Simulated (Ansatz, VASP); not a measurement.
# Two plane-wave programs on LiF

INCAR

```
PREC = Accurate
ENCUT = 520
EDIFF = 1E-7
ISMEAR = 0
SIGMA = 0.05
LREAL = False
LASPH = True
NELM = 60
ALGO = Normal
ISIF = 2
LWAVE = False
LCHARG = False
GGA = PE
NBANDS = 18
```

KPOINTS

```
regular mesh
0
Gamma
  9 9 6
```

POSCAR

```
LiF
1.0
    3.2140071864      0.0000000000      0.0000000000
   -1.6070035932      2.7834118714      0.0000000000
    0.0000000000      0.0000000000      4.6368481678
Li F
2 2
Direct
    0.3333333333      0.6666666667      0.3300704633
    0.6666666667      0.3333333333      0.8300704633
    0.3333333333      0.6666666667      0.9939266766
    0.6666666667      0.3333333333      0.4939266766
```

Input for Ansatz:

```yaml
crystal:
  lattice:
    - [3.2140071864, 0.0, 0.0]
    - [-1.6070035932, 2.7834118714, 0.0]
    - [0.0, 0.0, 4.6368481678]
  atoms:
    - { symbol: Li, position: [0.3333333333, 0.6666666667, 0.3300704633] }
    - { symbol: Li, position: [0.6666666667, 0.3333333333, 0.8300704633] }
    - { symbol: F, position: [0.3333333333, 0.6666666667, 0.9939266766] }
    - { symbol: F, position: [0.6666666667, 0.3333333333, 0.4939266766] }
basis:
  ecutwfc: 520.0
kpoints:
  mp_grid: { grid: [9, 9, 6] }
hamiltonian:
  xc: pbe
scf:
  occupations: { method: gaussian, width: 0.05 }
output:
  forces: true
  stress: true
  eigenvalues: true
```

Alike in both runs: task single point; functional PBE; k mesh 9 × 9 × 6; occupations gaussian, width 0.05 eV; no spin polarisation.

|  | VASP | Ansatz |
| --- | --- | --- |
| version | VASP 6.6.1 | Ansatz 0.2.0 |
| potentials or method | VASP PAW PBE potentials, release 64 (Li_sv, F) | scalar-relativistic, plane waves, PAW |
| plane-wave cutoff (eV) | 520 | 520 |
| valence electrons in the cell | 20 | 20 |

```tsv
	VASP	Ansatz	Ansatz less VASP
gap on the k mesh at the Fermi level (eV)	7.57	7.58	+0.012
least direct gap on the mesh (eV)	7.57	7.58	+0.012
rms of the force components (eV/Å)	1.584	1.480	-0.1043
```

Atom by atom the forces differ by 0.104 eV/Å (rms over components). The functional is the same, so the differences come from potentials, cutoffs and numerics.

Caveats: an odd mesh through Γ misses points on the zone boundary, where band edges often lie; forces of over 1 eV/Å show positions far from the minimum, so gaps and moduli don't describe the material at rest.
